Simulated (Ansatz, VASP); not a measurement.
# C: 3 runs at one level of theory

The starting cell:

```xyz
2
Lattice="0.0000 1.7834 1.7834 1.7834 0.0000 1.7834 1.7834 1.7834 0.0000" Properties=species:S:1:pos:R:3 pbc="T T T"
C     2.6751    2.6751    2.6751
C     1.7834    1.7834    1.7834
```

Alike in all runs: task relaxation of cell and atoms; functional revPBE; dispersion D3(BJ); k mesh 13 × 13 × 13; occupations fermi-dirac, width 0.05 eV; no spin polarisation; no spin-orbit coupling.

```tsv
program and potentials	plane-wave cutoff (eV)	notes	equilibrium volume (Å³/atom)
Ansatz, Ansatz PAW	420	potentials made for PBE, which Ansatz adapts in part	5.61
Ansatz, all-electron LAPW, scalar-relativistic	-	-	5.61
VASP, PBE PAW files C, 600 eV	600	potentials made for PBE	5.61
```

All agree on the equilibrium volume. Some sets were made for another functional than the one run, which can shift their rows. Relaxations stop with a little pressure left, so the last digit of a volume isn't settled.

Differences between rows come from potentials, basis sets and numerical settings, since the functional is the same but for its coding. Runs on potential files found faulty are left out.
